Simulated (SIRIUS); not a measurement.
## Pb: equation of state with PBEsol

Crystal: Pb.

```
CELL_PARAMETERS angstrom
0.00000 2.47502 2.47502
2.47502 0.00000 2.47502
2.47502 2.47502 0.00000
ATOMIC_POSITIONS crystal
Pb 0.00000 0.00000 0.00000
```

| Property | Result |
| --- | --- |
| Program | SIRIUS 7.10.0 |
| Task | equation of state |
| Functional | PBEsol |
| Potentials or basis | PseudoDojo 0.4.1 PBEsol standard (scalar relativistic) |
| Cutoff | 765 eV |
| Density cutoff | 3061 eV |
| k mesh | 9 × 9 × 9 |
| Occupations | fermi-dirac, width 0.05 eV |
| Spin | no spin polarisation |
| Libxc names | ["XC_GGA_X_PBE_SOL", "XC_GGA_C_PBE_SOL"] |
| Radial cutoff for the potentials' integrals | 6.5 bohr |

```yaml
Equilibrium_volume: 29.95 Å³/atom
Bulk_modulus: 49 GPa
Pressure_derivative_of_the_bulk_modulus: 5.4
```

Energy against volume, from the lowest point:
| volume (Å³/atom) | energy (meV/atom) |
| --- | --- |
| 28.503 | 11.69 |
| 29.110 | 3.59 |
| 29.716 | 0.00 |
| 30.323 | 0.40 |
| 30.929 | 4.30 |
| 31.535 | 11.25 |
| 32.142 | 20.90 |

All runs of the series together: 110 s on 1 thread of Arm Neoverse V1 (shared host).

The cell as given is a measured one (30.32 Å³/atom); PBEsol puts the equilibrium volume -1.2 % from it, thermal expansion not counted.

The run has no spin-orbit coupling, so splittings on Pb are missing.
